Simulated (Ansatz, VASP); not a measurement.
# Two plane-wave programs on In

File INCAR:

```
SYSTEM = In
  PREC = Accurate
  ENCUT = 520
  EDIFF = 1E-6
  ISMEAR = -1
  SIGMA = 0.1
  LREAL = .FALSE.
  LASPH = .TRUE.
  NELM = 100
  ALGO = Normal
  ISIF = 2
  LWAVE = .FALSE.
  LCHARG = .TRUE.
  GGA = PS
  LELF = .TRUE.
  LVHAR = .TRUE.
  NBANDS = 12
```

File KPOINTS:

```
Automatic mesh
0
G
  13 13 13
  0 0 0
```

The input POSCAR:

```
In
1.0
   -1.9351270158      1.9351270158      1.9351270158
    1.9351270158     -1.9351270158      1.9351270158
    1.9351270158      1.9351270158     -1.9351270158
In
1
Direct
    0.0000000000      0.0000000000      0.0000000000
```

Input for Ansatz:

```yaml
crystal:
  lattice:
    - [-1.9351270158, 1.9351270158, 1.9351270158]
    - [1.9351270158, -1.9351270158, 1.9351270158]
    - [1.9351270158, 1.9351270158, -1.9351270158]
  atoms:
    - { symbol: In, position: [0.0, 0.0, 0.0] }
hamiltonian:
  xc: pbesol
  pseudopotentials:
    kind: paw
    azcp:
      In: "pseudopotentials/In.paw.azcp"
basis:
  ecutwfc: 420
  fft_grid_basis: typed
kpoints:
  mp_grid: { grid: [13, 13, 13], shift: [0, 0, 0] }
magnetization:
  spin_polarized: false
scf:
  occupations: { method: fermi_dirac, width: 0.1 }
  lower_state_search: "off"
output:
  stress: true
  write_density: true
  write_potential: true
  elf: true
  volumetric_format: npy
```

Alike in both runs: task single point; functional PBEsol; k mesh 13 × 13 × 13; occupations fermi-dirac, width 0.1 eV; no spin polarisation.

|  | VASP | Ansatz |
| --- | --- | --- |
| version | VASP 6.6.1 | Ansatz 0.2.0 |
| potentials or method | VASP PAW PBE potentials, release 64 (In_d) | plane waves (420 eV) with PAW, scalar-relativistic |
| plane-wave cutoff (eV) | 520 | 420 |
| valence electrons in the cell | 13 | 13 |

```csv
,VASP,Ansatz,Ansatz less VASP
pressure (GPa),-3.8,-3.8,+0.03
```

Ansatz warned: «pseudo_functional_mismatch».

Caveats: the PAW data sets were made with another functional, which shifts forces and pressure a little (VASP).
